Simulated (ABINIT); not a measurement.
An input for ABINIT 10.8.3 (CdSe (F-43m)):

```
acell 3*1.0 Angstrom
rprim 
  0.000000000000 3.025000000000 3.025000000000
  3.025000000000 0.000000000000 3.025000000000
  3.025000000000 3.025000000000 0.000000000000
ntypat 2
znucl 48 34
natom 2
typat 1 2
xred 
  0.000000000000 0.000000000000 0.000000000000
  0.750000000000 0.750000000000 0.750000000000
pp_dirpath "pseudos"
pseudos "Cd.upf, Se.upf"
ecut 48
iscf -2
irdden 1
kptopt 0
nkpt 50
kpt 
  0.00000000 0.00000000 0.00000000
  -0.06250000 -0.06250000 0.00000000
  -0.12500000 -0.12500000 0.00000000
  -0.18750000 -0.18750000 0.00000000
  -0.25000000 -0.25000000 0.00000000
  -0.31250000 -0.31250000 0.00000000
  -0.37500000 -0.37500000 0.00000000
  -0.43750000 -0.43750000 0.00000000
  -0.50000000 -0.50000000 0.00000000
  -0.48437500 -0.48437500 0.03125000
  -0.46875000 -0.46875000 0.06250000
  -0.45312500 -0.45312500 0.09375000
  -0.43750000 -0.43750000 0.12500000
  -0.42187500 -0.42187500 0.15625000
  -0.40625000 -0.40625000 0.18750000
  -0.39062500 -0.39062500 0.21875000
  -0.37500000 -0.37500000 0.25000000
  -0.37500000 0.00000000 0.37500000
  -0.32812500 0.00000000 0.32812500
  -0.28125000 0.00000000 0.28125000
  -0.23437500 0.00000000 0.23437500
  -0.18750000 0.00000000 0.18750000
  -0.14062500 0.00000000 0.14062500
  -0.09375000 0.00000000 0.09375000
  -0.04687500 0.00000000 0.04687500
  0.00000000 0.00000000 0.00000000
  0.00000000 0.00000000 0.06250000
  0.00000000 0.00000000 0.12500000
  0.00000000 0.00000000 0.18750000
  0.00000000 0.00000000 0.25000000
  0.00000000 0.00000000 0.31250000
  0.00000000 0.00000000 0.37500000
  0.00000000 0.00000000 0.43750000
  -0.00000000 -0.00000000 0.50000000
  -0.06250000 -0.03125000 0.46875000
  -0.12500000 -0.06250000 0.43750000
  -0.18750000 -0.09375000 0.40625000
  -0.25000000 -0.12500000 0.37500000
  -0.31250000 -0.15625000 0.34375000
  -0.37500000 -0.18750000 0.31250000
  -0.43750000 -0.21875000 0.28125000
  -0.50000000 -0.25000000 0.25000000
  -0.50000000 -0.28125000 0.21875000
  -0.50000000 -0.31250000 0.18750000
  -0.50000000 -0.34375000 0.15625000
  -0.50000000 -0.37500000 0.12500000
  -0.50000000 -0.40625000 0.09375000
  -0.50000000 -0.43750000 0.06250000
  -0.50000000 -0.46875000 0.03125000
  -0.50000000 -0.50000000 0.00000000
istwfk *1
nband 29
nbdbuf 2
tolwfr 1e-08
nstep 40
prtwf 0
prtvol 0
indata_prefix "in"
outdata_prefix "out"
tmpdata_prefix "tmp"
```

```sh
OMP_NUM_THREADS=1 mpirun -n 8 abinit run.abi > log
```

Estimate wall time and host memory on 8 MPI ranks of Arm Neoverse V1, shared host.

It took 28 s; on shared hardware allow 14 s to 55 s. Peak host memory was 0.68 GiB.

[Paths, hosts, dates, memory and timing lines, banners, echoed tables and standing remarks are left out of the program output.]

[Logs are printed without paths, hosts, clocks, repeated set-up lines and the standing remarks that a program may print on its own settings, such as how far it seeks lower states.]

[Runs of the session that timed out or met a known fault of the program may be left out.]

[Hosts, paths, dates, database ids (printed as entryN), source tags and the programs' standing remarks are cut or masked in the printed files.]

[G0W0 gaps are taken among the corrected bands and points alone; a level outside them can change the order at an edge.]

[Where Ansatz stands beside ABINIT at settings called matched, ABINIT's density can come from a denser mesh and the files from another edition; pairs whose starting gaps differed by over 0.03 eV were left out, so agreement reads better than it is.]
